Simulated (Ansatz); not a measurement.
# C: the cost of one run

Computed with Ansatz 0.2.0 (DFT PBE, scalar-relativistic, plane waves, PAW, unless a step's input says otherwise).

A COD entry behind a cell of this session may itself be a prediction, so a difference from it is no test against experiment.

5 further runs of the same task are left out: 2 that didn't finish, 3 set aside as unsound or not needed.

## 1. The starting structure

Symmetry: P6_3/mmc, No. 194, hexagonal system. The conventional cell has a = 2.512 Å, b = 2.512 Å, c = 4.180 Å, α = 90.00°, β = 90.00°, γ = 120.00°. C (site symmetry 3m) is surrounded by 4 C at 1.54 to 1.57 Å.

As a file:

```cif
data_structure
_symmetry_space_group_name_H-M 'P 1'
_symmetry_Int_Tables_number 1
_cell_length_a 2.5116
_cell_length_b 2.5116
_cell_length_c 8.3607
_cell_angle_alpha 90.000
_cell_angle_beta 90.000
_cell_angle_gamma 120.000
_cell_volume 45.67
loop_
_atom_site_label
_atom_site_type_symbol
_atom_site_fract_x
_atom_site_fract_y
_atom_site_fract_z
_atom_site_occupancy
C1 C 0.33333 0.66667 0.03137 1
C2 C 0.33333 0.66667 0.53137 1
C3 C 0.66667 0.33333 0.28137 1
C4 C 0.66667 0.33333 0.78137 1
C5 C 0.33333 0.66667 0.21863 1
C6 C 0.33333 0.66667 0.71863 1
C7 C 0.66667 0.33333 0.46863 1
C8 C 0.66667 0.33333 0.96863 1
```

It is built from the cell relaxed beforehand with the same method (5.71 Å³/atom).

## 2. The undisturbed cell

input.yaml

```yaml
crystal:
  lattice:
    - [2.5115635512, 0.0, 0.0]
    - [-1.2557817756, 2.1750778385, 0.0]
    - [0.0, 0.0, 8.3607135973]
  atoms:
    - { symbol: C, position: [0.3333333333, 0.6666666667, 0.0313659012] }
    - { symbol: C, position: [0.3333333333, 0.6666666667, 0.5313659012] }
    - { symbol: C, position: [0.6666666667, 0.3333333333, 0.2813659012] }
    - { symbol: C, position: [0.6666666667, 0.3333333333, 0.7813659012] }
    - { symbol: C, position: [0.3333333333, 0.6666666667, 0.2186340988] }
    - { symbol: C, position: [0.3333333333, 0.6666666667, 0.7186340988] }
    - { symbol: C, position: [0.6666666667, 0.3333333333, 0.4686340988] }
    - { symbol: C, position: [0.6666666667, 0.3333333333, 0.9686340988] }
basis:
  ecutwfc: 420
kpoints:
  mp_grid: { grid: [12, 12, 4] }
hamiltonian:
  xc: pbe
scf:
  occupations: { method: gaussian, width: 0.05 }
output:
  forces: true
  stress: true
  eigenvalues: true
```

Command:

```console
$ ansatz run input.yaml --threads 2 --pin off --max-ram 5120MiB --backend cpu --events-out ev --progress --plain --runs-dir out
```

**Question.** How long does this run take on 2 threads of Intel Xeon Platinum 8259CL at 2.50GHz (Skylake/Cascade Lake), shared host, and how much memory does it need?

About 1.8 s, with a peak of 0.39 GiB.
